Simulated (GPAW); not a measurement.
# As (R-3m) in GPAW: a series of runs, part 2 of 2

GPAW 26.7.0. The steps go on from the part before.

### Step 4. Relaxation of cell and atoms, PBE+D3(BJ)

run.py reads:

```python
import spglib
from ase import Atoms
from ase.calculators.mixing import SumCalculator
from ase.filters import FrechetCellFilter
from ase.io import read, write
from ase.optimize import LBFGS
from dftd3.ase import DFTD3
from gpaw import GPAW, PW

atoms = read('As.cif')
cell, positions, numbers = spglib.find_primitive(
    (atoms.cell[:], atoms.get_scaled_positions(), atoms.numbers), symprec=1e-4)
atoms = Atoms(numbers, cell=cell, scaled_positions=positions, pbc=True)

calc = GPAW(mode=PW(600),
            xc='PBE',
            kpts={'size': (6, 6, 6), 'gamma': True},
            occupations={'name': 'fermi-dirac', 'width': 0.05},
            nbands=13,
            convergence={'density': 1e-05, 'energy': 1e-05},
            maxiter=150,
            txt='gpaw.txt')
atoms.calc = SumCalculator([calc, DFTD3(method='pbe', damping='d3bj')])
opt = LBFGS(FrechetCellFilter(atoms), trajectory='relax.traj', logfile='-')
done = opt.run(fmax=0.02, steps=60)
calc.write('gs.gpw')
write('result.traj', atoms)
print('Converged:', done)
print('Cell:', atoms.cell.cellpar().round(4))
print('Volume:', round(atoms.get_volume(), 4))
print(atoms.get_scaled_positions().round(5))
```

As.cif reads:

```cif
data_As
_cell_length_a 3.76159380
_cell_length_b 3.76159380
_cell_length_c 10.54218598
_cell_angle_alpha 90.00000000
_cell_angle_beta 90.00000000
_cell_angle_gamma 120.00000000
_space_group_name_H-M_alt 'R-3m'
_space_group_name_Hall '-R 3 2"'
_space_group_IT_number 166
loop_
_space_group_symop_operation_xyz
'x,y,z'
'-x,-y,-z'
'-y,x-y,z'
'y,-x+y,-z'
'-x+y,-x,z'
'x-y,x,-z'
'y,x,-z'
'-y,-x,z'
'x-y,-y,-z'
'-x+y,y,z'
'-x,-x+y,-z'
'x,x-y,z'
'x+2/3,y+1/3,z+1/3'
'-x+2/3,-y+1/3,-z+1/3'
'-y+2/3,x-y+1/3,z+1/3'
'y+2/3,-x+y+1/3,-z+1/3'
'-x+y+2/3,-x+1/3,z+1/3'
'x-y+2/3,x+1/3,-z+1/3'
'y+2/3,x+1/3,-z+1/3'
'-y+2/3,-x+1/3,z+1/3'
'x-y+2/3,-y+1/3,-z+1/3'
'-x+y+2/3,y+1/3,z+1/3'
'-x+2/3,-x+y+1/3,-z+1/3'
'x+2/3,x-y+1/3,z+1/3'
'x+1/3,y+2/3,z+2/3'
'-x+1/3,-y+2/3,-z+2/3'
'-y+1/3,x-y+2/3,z+2/3'
'y+1/3,-x+y+2/3,-z+2/3'
'-x+y+1/3,-x+2/3,z+2/3'
'x-y+1/3,x+2/3,-z+2/3'
'y+1/3,x+2/3,-z+2/3'
'-y+1/3,-x+2/3,z+2/3'
'x-y+1/3,-y+2/3,-z+2/3'
'-x+y+1/3,y+2/3,z+2/3'
'-x+1/3,-x+y+2/3,-z+2/3'
'x+1/3,x-y+2/3,z+2/3'
loop_
_atom_site_label
_atom_site_type_symbol
_atom_site_symmetry_multiplicity
_atom_site_Wyckoff_symbol
_atom_site_fract_x
_atom_site_fract_y
_atom_site_fract_z
_atom_site_occupancy
As1 As 6 c 0.0000000000 0.0000000000 0.2260000000 1
```

Command:

```console
$ OMP_NUM_THREADS=1 python run.py
```

Wall time 73 s (1 thread of Intel Xeon at 2.70GHz, shared host); peak memory 0.23 GiB.

Results (log left out):

| Item | Value |
| --- | --- |
| Free energy | -10.2009 eV |
| Relaxed volume | 21.04 Å³/atom |
| Relaxed cell | a = 4.034 Å, b = 4.034 Å, c = 4.034 Å, α = 55.96°, β = 55.96°, γ = 55.96° |
| Space group after relaxing (to 0.05 Å) | R-3m (No. 166) |
| Energy gained by relaxing | 8.6 meV/atom |
| Ionic steps | 10 |
| Pressure after relaxing | 0.1 GPa |
| Largest force after relaxing | 0.016 eV/Å |
| Band gap on the k mesh | none (metal or under the smearing width) |
| Dispersion energy per atom | -0.430 eV |

Forces in eV/Å, atoms in the order of the input:
```
As   0.000  0.000  0.016
As   0.000  0.000 -0.016
```

Stress tensor (GPa, compression positive):
```
0.15 0.00 0.00
0.00 0.15 0.00
0.00 0.00 0.06
```

The path:
```
step  energy change (eV)  largest force (eV/Å)  pressure (GPa)  volume (Å³)
   1              0.0000                0.3785            0.59        43.06
   2             -0.0041                0.2679            0.16        43.13
   3             -0.0092                0.0113           -0.75        43.22
   4             -0.0102                0.0310           -0.82        43.14
   5             -0.0142                0.1284           -0.64        42.59
   6             -0.0159                0.1176           -0.19        42.16
   7             -0.0167                0.0602            0.17        41.97
   8             -0.0170                0.0123            0.29        41.97
   9             -0.0171                0.0080            0.25        42.01
  10             -0.0172                0.0163            0.12        42.09
```

Final structure:
```
As
1.0
     1.89281    1.09282    3.39101
    -1.89281    1.09282    3.39101
     0.00000   -2.18563    3.39101
As
2
Direct
  0.22924 0.22924 0.22924
  0.77076 0.77076 0.77076
```

Levels at points of the mesh, in eV from the Fermi level:
```csv
k point,band 1,band 2,band 3,band 4,band 5,band 6,band 7,band 8,band 9
"(0.00, 0.00, 0.00)",-15.15,-5.67,-2.43,-2.14,-2.14,1.95,3.03,3.03,6.54
"(0.50, 0.00, 0.00)",-12.35,-11.30,-2.71,-2.52,-0.36,-0.36,0.26,0.96,9.36
"(0.50, 0.50, 0.00)",-12.31,-9.63,-6.30,-4.37,-4.32,1.52,5.62,6.73,7.57
"(0.50, 0.50, 0.50)",-13.56,-10.32,-1.81,-1.81,-0.71,0.40,0.40,1.56,8.40
```

Caveat: later steps reuse the first step's grids; pairwise dispersion overbinds metals, which lowers pressure and volume.

### Step 5. Summary

| level | optimizer | max steps | eigensolver | gap on the mesh (eV) | pressure (GPa) | relaxed volume (Å³/atom) | largest force (eV/Å) |
| --- | --- | --- | --- | --- | --- | --- | --- |
| MS2 | LBFGS | 100 | - | none | 0.1 | 21.03 | 0.01 |
| revTPSS+D3(BJ) | FIRE | 60 | davidson | none | -0.1 | 19.94 | 0.01 |
| PBE+D3(BJ) | LBFGS | 60 | - | none | 0.1 | 21.04 | 0.02 |

Alike in all rows: task relaxation of cell and atoms; potentials or basis GPAW PAW data sets (gpaw-data 1.2.1), pw; no spin polarisation; cell relaxed; k mesh 6 × 6 × 6; cutoff (eV) 600; smearing fermi-dirac 0.05 eV.

Caveats: later steps reuse the first step's grids; the PAW data sets were made with another functional, which shifts forces and pressure a little (some runs); pairwise dispersion overbinds metals, which lowers pressure and volume (some runs).

Total energies depend on the potentials used, so only differences within one code and one set of settings carry meaning.
